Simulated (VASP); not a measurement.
Sb2Se3:

```
Sb Se
1.0
     7.52743    0.07150   -0.01316
     0.03892    3.89186   -0.01942
    -0.27786   -0.05148   10.10351
Sb Se
4 6
Direct
  0.26228 0.76578 0.48822
  0.09117 0.25481 0.14102
  0.74806 0.23908 0.51312
  0.90071 0.78001 0.86045
  0.93018 0.79266 0.33623
  0.38268 0.20521 0.33003
  0.23081 0.74947 0.00465
  0.09252 0.20550 0.64543
  0.60877 0.74128 0.67249
  0.75196 0.27221 0.99737
```

The cell was built by a generator and needn't be a form met in nature.

```yaml
Program: VASP 6.6.1
Task: relaxation of cell and atoms
Functional: PBE
Potentials_or_basis: VASP PAW PBE potentials, release 64 (Sb, Se)
Cutoff: 520 eV
k_mesh: 3 × 6 × 3
Occupations: gaussian, width 0.15 eV
Spin: no spin polarisation
```

At the start: pressure 3.8 GPa; volume 29.59 Å³/atom.

Task: Where does the relaxation end?

Result: Over 29 steps the energy falls by 102.3 meV/atom and the volume is 30.96 Å³/atom (+4.6 %); space group P-1 (No. 2, to 0.05 Å).

The path:
```
step  energy change (eV)  largest force (eV/Å)  pressure (GPa)  volume (Å³)
   1              0.0000                1.8176            3.84       295.94
   2             -0.4848                0.9067           -2.76       327.01
   3             -0.6281                0.9287           -1.04       316.04
   4             -0.8044                0.6147           -0.24       311.11
   5             -0.8717                0.4393            0.70       306.12
   6             -0.9535                0.1822            0.04       309.28
   7             -0.9539                0.2002            0.08       309.07
   8             -0.9717                0.1345           -0.13       310.34
   9             -0.9807                0.1965           -0.33       311.80
  10             -0.9935                0.1323            0.16       309.37
  11             -0.9940                0.1458            0.27       308.84
  12             -1.0030                0.1311            0.11       309.75
  13             -1.0050                0.1428            0.01       310.32
  14             -1.0097                0.1120           -0.10       310.82
  15             -1.0097                0.1145           -0.11       310.85
  16             -1.0143                0.0895            0.00       310.16
  17             -1.0167                0.0729            0.14       309.43
  18             -1.0186                0.0559           -0.11       310.65
  19             -1.0189                0.0619           -0.04       310.34
  20             -1.0202                0.0415           -0.05       310.39
  21             -1.0206                0.0418           -0.06       310.42
  22             -1.0213                0.0461            0.06       309.64
  23             -1.0213                0.0466            0.06       309.65
  24             -1.0220                0.0329            0.04       309.66
  25             -1.0224                0.0431           -0.02       309.69
  26             -1.0224                0.0377           -0.01       309.68
  27             -1.0229                0.0305            0.00       309.64
  28             -1.0229                0.0307            0.00       309.64
  29             -1.0232                0.0188            0.01       309.62
```

Final structure:
```cif
data_structure
_symmetry_space_group_name_H-M 'P 1'
_symmetry_Int_Tables_number 1
_cell_length_a 7.4301
_cell_length_b 4.0590
_cell_length_c 10.2709
_cell_angle_alpha 90.074
_cell_angle_beta 91.616
_cell_angle_gamma 89.514
_cell_volume 309.62
loop_
_atom_site_label
_atom_site_type_symbol
_atom_site_fract_x
_atom_site_fract_y
_atom_site_fract_z
_atom_site_occupancy
Sb1 Sb 0.24504 0.74607 0.47983 1
Sb2 Sb 0.08328 0.24926 0.15080 1
Sb3 Sb 0.75562 0.25463 0.51832 1
Sb4 Sb 0.91655 0.75265 0.84796 1
Se1 Se 0.93024 0.75110 0.33410 1
Se2 Se 0.40164 0.24380 0.33428 1
Se3 Se 0.23424 0.74523 0.00067 1
Se4 Se 0.07008 0.24943 0.66385 1
Se5 Se 0.59785 0.75735 0.66280 1
Se6 Se 0.76461 0.25651 0.99638 1
```
